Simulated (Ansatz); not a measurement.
Ge:

```
CELL_PARAMETERS angstrom
0.00000 2.82891 2.82891
2.82891 0.00000 2.82891
2.82891 2.82891 0.00000
ATOMIC_POSITIONS crystal
Ge 0.75000 0.75000 0.75000
Ge 0.50000 0.50000 0.50000
```

Base run:

```yaml
Program: Ansatz 0.2.0
Functional: PBEsol
Potentials_or_basis: Ansatz PAW
Cutoff: "420 eV (not typed: the program's choice for these potentials)"
k_mesh: 8 × 8 × 8
Occupations: fermi-dirac, width 0.05 eV
Spin: no spin polarisation
```

Its results: band gap on the k mesh none (metal or under the smearing width); pressure 0.6 GPa.

Q: The run is repeated on the same cell with these changes: functional from PBEsol to r2SCAN; cutoff from 420 eV (not typed: the program's choice for these potentials) to 500 eV (not typed: the program's choice for these potentials). What comes out?

A: Band gap on the k mesh 0.44 eV, direct; pressure 0.6 GPa.

r2SCAN gives the wider gap, since meta-GGAs in the generalised Kohn-Sham scheme recover part of the derivative discontinuity.

Caveats: the PAW data sets come from PBE, with cores solved anew for the run's functional, which leaves a small shift of forces and pressure; this crystal is a semiconductor, whose small gap the functional closes, so the metal is an error of the method (some runs).
